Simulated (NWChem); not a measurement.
# I (P-1) in NWChem: further runs

The runs below take I through single point, atomic charges, with PBE, LDA.

All numbers are computed with NWChem 7.2.2; they aren't measurements. Logs are shortened: lines on timing, memory, paths and dates and some standing lists are left out, and cuts for length are marked.

### 1 The crystal as given

The typed cell holds 2 atoms: a = 4.596 Å, b = 5.487 Å, c = 10.178 Å, α = 149.38°, β = 137.93°, γ = 53.34°.

### 2 Single point, PBE

Contents of i.nw:

```
start i
title "I scf"
memory 1800 mb
geometry units angstrom nocenter noautosym noautoz print
  system crystal
    lattice_vectors
        -1.1337709400    1.4011130500    4.2275368600
         1.7341756600   -2.1521655600    4.7400857500
         2.1500238200    4.1868130800   -9.0247567400
  end
  I   0.0000000000  0.0000000000  0.0000000000
  I   0.0000000000  0.0000000000 -0.5000000000
end
nwpw
  simulation_cell
    ngrid 30 32 60
  end
  xc pbe96
  cutoff 20.0
  ewald_ncut 8
  ewald_rcut 3.0
  pseudopotentials
    I library TM
  end
  monkhorst-pack 2 2 1
  smear 0.0018375 fermi orbitals 5
  scf pulay alpha 0.5 iterations 5 outer_iterations 1
  loop 10 10
  tolerances 1e-08 1e-08
end
set includestress .true.
task band gradient
```

Potentials or basis: NWChem's TM library (Troullier-Martins).

Command:

```sh
> nwchem i.nw > i.out
```

i.out:

```text
Northwest Computational Chemistry Package (NWChem) 7.2.2
             --------------------------------------------------------

                                NWChem Input Module
                                -------------------

                                       I scf
                                       -----

                             Geometry "geometry" -> ""
                             -------------------------

 Output coordinates in angstroms (scale by  1.889725989 to convert to a.u.)

  No.       Tag          Charge          X              Y              Z
 ---- ---------------- ---------- -------------- -------------- --------------
    1 I                   53.0000     0.00000000     0.00000000     0.00000000
    2 I                   53.0000     1.07501191     2.09340654    -4.51237837

      Lattice Parameters
      ------------------

      lattice vectors in angstroms (scale by  1.889725989 to convert to a.u.)

      a1=<  -1.134   1.401   4.228 >
      a2=<   1.734  -2.152   4.740 >
      a3=<   2.150   4.187  -9.025 >
      a=       4.596 b=      5.487 c=      10.178
      alpha= 149.378 beta= 137.931 gamma=  53.337
      omega=    86.9

      reciprocal lattice vectors in a.u.

      b1=<  -0.016   0.988   0.455 >
      b2=<   1.160   0.044   0.297 >
      b3=<   0.602   0.486   0.000 >

      Atomic Mass
      -----------

      I                126.900400

          **********************************************************
[... 12 lines left out ...]
          **********************************************************
          ================ input data ========================
 Generating 1d pseudopotential for I

 Generated formatted_filename: ./I.cpp
 random planewave guess, initial psi:i.movecs
-   spin, nalpha, nbeta: 1   12    0

 input psi filename:./i.movecs

 options:
      boundary conditions  = periodic    (version3)
      electron spin        = restricted
      exchange-correlation = PBE96 (White and Bird) parameterization

 elements involved in the cluster:
      1: I   core charge: 7.0  lmax=1
             comment    : Troullier-Martins pseudopotential
             pseudpotential type            :   0
             highest angular component      :   1
             local potential used           :   0
             number of non-local projections:   3
             semicore corrections included  :  1.530 (radius)  4.447 (charge)
             cutoff =   1.998   2.236

 total charge:   0.000

 atomic composition:
     I   :  2

 number of electrons: spin up=    7.00  spin down=    7.00 (Fourier space)
 number of orbitals:  spin up=      12  spin down=      12 (Fourier space)

 supercell:
      lattice:    a1=<  -2.143   2.648   7.989 >
                  a2=<   3.277  -4.067   8.957 >
                  a3=<   4.063   7.912 -17.054 >
      reciprocal: b1=<  -0.016   0.988   0.455 >
                  b2=<   1.160   0.044   0.297 >
                  b3=<   0.602   0.486   0.000 >
      lattice:    a=       8.685 b=     10.369 c=      19.234
                  alpha= 149.378 beta= 137.931 gamma=  53.337
                  omega=       586.7

      Ewald summation: cut radius=    3.00  and  8
                       Madelung Wigner-Seitz=    1.77121838 (alpha=    2.85518978 rs= 5.19335720)

 brillouin zone:
      number of zone points:     2 (reduced from 2 zone points without symmetry)
      weight=   0.500  ks=<   0.250   0.250  -0.000 >, k=<   0.286   0.258   0.188>
      weight=   0.500  ks=<   0.250  -0.250   0.000 >, k=<  -0.294   0.236   0.039>

 computational grids:
      density     cutoff= 40.000  fft=  30x  32x  60(     7105 waves     7105 per task)
      wavefnc   1 cutoff= 20.000  fft=  30x  32x  60(     2504 waves     2504 per task)
      wavefnc   2 cutoff= 20.000  fft=  30x  32x  60(     2513 waves     2513 per task)

 technical parameters:
[... 7 lines left out ...]
      scf algorithm        = Johnson-Pulay mixing (15 histories)
      scf mixing type      = density
      scf mixing parameter = 0.5000
      Kerker damping       = 0.0000

[... 8 lines left out ...]
    iter.           Energy         DeltaE       DeltaRho        DeltaV
    ---------------------------------------------------------------------
       1   -0.2443412267E+02   -0.78189E+01    0.22057E+00    0.22057E+00
       2   -0.2694814573E+02   -0.25140E+01    0.60262E-01    0.34444E-01
       3   -0.2770974866E+02   -0.76160E+00    0.42807E-02    0.39985E-02
       4   -0.2773523526E+02   -0.25487E-01    0.13057E-02    0.50452E-02
       5   -0.2774756348E+02   -0.12328E-01    0.13404E-02    0.25758E-02
       6   -0.2773485343E+02    0.12710E-01    0.63719E-03    0.17982E-02
[... 18 lines left out ...]
      25   -0.2776470156E+02   -0.12570E-07    0.63090E-12    0.25444E-12
      26   -0.2776470156E+02   -0.66318E-08    0.19163E-11    0.21145E-12
    - Writing fractional density.
      Filename:./i.rho
  *** tolerance ok.    iteration terminated.

          =============  summary of results  =================

 number of electrons: spin up=    7.00000  down=    7.00000 (real space)

 total     energy    :  -0.2776470156E+02 (   -0.13882E+02/ion)
 total orbital energy:  -0.1092949598E+01
 hartree   energy    :   0.3313532954E+01
 exc-corr  energy    :  -0.1002796872E+02
 ion-ion   energy    :  -0.1983380893E+02 (   -0.99169E+01/ion)
 smearing  energy    :  -0.2738355303E-02

 K.S. kinetic energy :   0.6411617903E+01
 K.S. V_l  energy    :  -0.8118024852E+01
 K.S. V_nl energy    :   0.4926887336E+00
 K.S. V_Hart energy  :   0.6627065908E+01
 K.S. V_xc energy    :  -0.6506296353E+01
 K.S. V_so energy    :   0.0000000000E+00
 Virial Coefficient  :  -0.1170463785E+01

 Fermi energy =     0.4616003E-01 (   1.256eV)

 Brillouin zone point:      1
    weight=  0.500000
    k     =<   0.250   0.250  -0.000> . <b1,b2,b3>
          =<   0.286   0.258   0.188>

 orbital energies:
     0.3391906E+00 (   9.230eV) occ=0.000
     0.3238901E+00 (   8.814eV) occ=0.000
     0.4452786E-01 (   1.212eV) occ=0.709
     0.4285007E-01 (   1.166eV) occ=0.858
     0.3594773E-01 (   0.978eV) occ=0.996
     0.3392929E-01 (   0.923eV) occ=0.999
     0.2558308E-01 (   0.696eV) occ=1.000
     0.2315949E-01 (   0.630eV) occ=1.000
    -0.3586926E+00 (  -9.761eV) occ=1.000
    -0.3589328E+00 (  -9.767eV) occ=1.000

 Brillouin zone point:      2
    weight=  0.500000
    k     =<   0.250  -0.250   0.000> . <b1,b2,b3>
          =<  -0.294   0.236   0.039>

 orbital energies:
     0.3660801E+00 (   9.962eV) occ=0.000
     0.3131605E+00 (   8.522eV) occ=0.000
     0.4825674E-01 (   1.313eV) occ=0.242
     0.4595973E-01 (   1.251eV) occ=0.527
     0.4478535E-01 (   1.219eV) occ=0.679
     0.3711940E-01 (   1.010eV) occ=0.993
     0.3520568E-01 (   0.958eV) occ=0.997
     0.2052700E-01 (   0.559eV) occ=1.000
    -0.3595134E+00 (  -9.783eV) occ=1.000
    -0.3613860E+00 (  -9.834eV) occ=1.000

 Total BAND energy   :  -0.2776470156E+02

========================
= Gradient calculation =
========================

Translation force removed: (   -0.00000   -0.00000    0.00000)

          =============  Ion Gradients =================
 Ion Forces:
        1 I    (   -0.00000   -0.00000    0.00000 )
        2 I    (    0.00000    0.00000   -0.00000 )
        C.O.M. (    0.00000    0.00000   -0.00000 )
          ===============================================
          |F|       =   0.407637E-05
          |F|/nion  =   0.203819E-05
          max|Fatom|=   0.288243E-05 (   0.000eV/Angstrom)

 Generated formatted_stress_filename: ./I.cpp2

======================
= Stress calculation =
======================

          ============= total gradient ==============
      S =  (    0.00381   -0.03492   -0.01565 )
           (    0.00616    0.00555    0.00573 )
           (    0.00077   -0.00249   -0.00139 )
          ===================================================
          |S|      = 0.39867E-01

       dE/da     =     0.00164
       dE/db     =    -0.01536
       dE/dc     =     0.00028
       dE/dalpha =     0.29629
       dE/dbeta  =    -0.09419
       dE/dgamma =    -0.05654

 output psi filename:./i.movecs
```

Run time: 42 s. Hardware: 1 thread of Arm Neoverse N1, shared host; peak memory 0.14 GiB.

These settings aren't checked as converged: the numbers below hold their error.

What came out:

| Quantity | Value |
| --- | --- |
| Free energy | -755.5905 eV |
| Pressure | 2.3 GPa |

Caveat: the k mesh is coarse (spacing up to 1.46 Å⁻¹), so the values aren't converged; potentials of this library can shift pressures by several GPa and gaps by up to half an eV, enough to turn an indirect gap into a direct one; without spin the log's total energy holds half of the entropy term, while the free energy listed holds all of it.

### 3 Single point, PBE

Edit i.nw of step 2 so:

```diff
@@ -15,6 +15,6 @@
   simulation_cell
-    ngrid 30 32 60
+    ngrid 30 36 64
   end
   xc pbe96
-  cutoff 20.0
+  cutoff 26.0
   ewald_ncut 8
```

Potentials or basis: NWChem's TM library (Troullier-Martins).

Command:

```sh
> nwchem i.nw > i.out
```

Wall time 52 s (1 thread of Arm Neoverse N1, shared host); peak memory 0.17 GiB.

The run converged, but some of its settings lie outside the range that counts as converged, so its numbers aren't taken as properties of the crystal.

What came out:

```
Free energy : -755.4924 eV
Pressure    : 0.0 GPa
```

Caveat: the k mesh is coarse (spacing up to 1.46 Å⁻¹), so the values aren't converged; potentials of this library can shift pressures by several GPa and gaps by up to half an eV, enough to turn an indirect gap into a direct one; without spin the log's total energy holds half of the entropy term, while the free energy listed holds all of it.

### 4 Single point, PBE

Edit i.nw of step 3 so:

```diff
@@ -15,6 +15,6 @@
   simulation_cell
-    ngrid 30 36 64
+    ngrid 36 40 80
   end
   xc pbe96
-  cutoff 26.0
+  cutoff 34.0
   ewald_ncut 8
```

Command:

```sh
> nwchem i.nw > i.out
```

Run time: 2.8 min. Hardware: 1 thread of Arm Neoverse N1, shared host; peak memory 0.24 GiB.

These settings aren't checked as converged: the numbers below hold their error.

What came out:

```
Free energy   : -755.4963 eV
Pressure      : 1.7 GPa
Largest force : 0.006 eV/Å
```

Caveat: the k mesh is coarse (spacing up to 1.46 Å⁻¹), so the values aren't converged; potentials of this library can shift pressures by several GPa and gaps by up to half an eV, enough to turn an indirect gap into a direct one; without spin the log's total energy holds half of the entropy term, while the free energy listed holds all of it.

[end of part 1 of 2]
